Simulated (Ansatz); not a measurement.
All-electron card of BaS

```
Ba S
1.0
     5.38062    0.00000    0.00000
    -2.69031    4.65975    0.00000
     0.00000    0.00000    6.38363
Ba S
2 2
Cartesian
  0.0000 3.1065 -0.3958
  2.6903 1.5533 2.7960
  0.0000 3.1065 2.7960
  2.6903 1.5533 5.9879
```

Atoms are numbered in the order listed.

The cell was built from the wurtzite type and relaxed in the same program, and has space group P6_3/mmc; it needn't be a known or the stable phase. The relaxation left the symmetry of that type.

No spin–orbit coupling, which matters for the heavy atoms here.

Methods: DFT, PBE, all-electron LAPW, scalar-relativistic (Ansatz 0.2.0); DFT, PBE, PAW with Ansatz's default frozen-core files, scalar-relativistic (Ansatz 0.2.0); DFT, PBE, all-electron PAW with datasets made for the crystal, scalar-relativistic (Ansatz 0.2.0).

For LAPW: a Γ-centred 8×8×5 k mesh, Fermi–Dirac smearing of 0.03 eV, basis error target 1 meV/atom, no spin polarisation. PAW takes a cutoff of 420 eV at this cell. The crystal-made all-electron datasets (AE datasets) take a cutoff of 220 eV at this cell. The Ansatz runs share mesh, smearing and spin set-up. Values come from LAPW unless marked.

No spin–orbit coupling: at heavy atoms the gradients can be off by tens of per cent for that reason.

```json
{
  "Band gap": "2.56 eV, indirect from Γ to K (0.333, 0.333, 0)",
  "Smallest direct gap on the path": "2.67 eV",
  "Löwdin charges (with 0.59 e of the cell spilling out of the atomic basis, so their sizes and signs hang on that basis)": "Ba1 1.64, S3 -1.35 e",
  "Bader charges (from the PAW run)": "Ba1 +1.42, S3 -1.42 e",
  "Field gradients Vzz (crystal-made datasets)": "Ba1 -3.84 (η = 0.00), S3 -0.27 (η = 0.00) in 10²¹ V/m²",
  "Volume per atom": "40.01 Å³",
  "Pressure at this cell": "0.01 GPa"
}
```
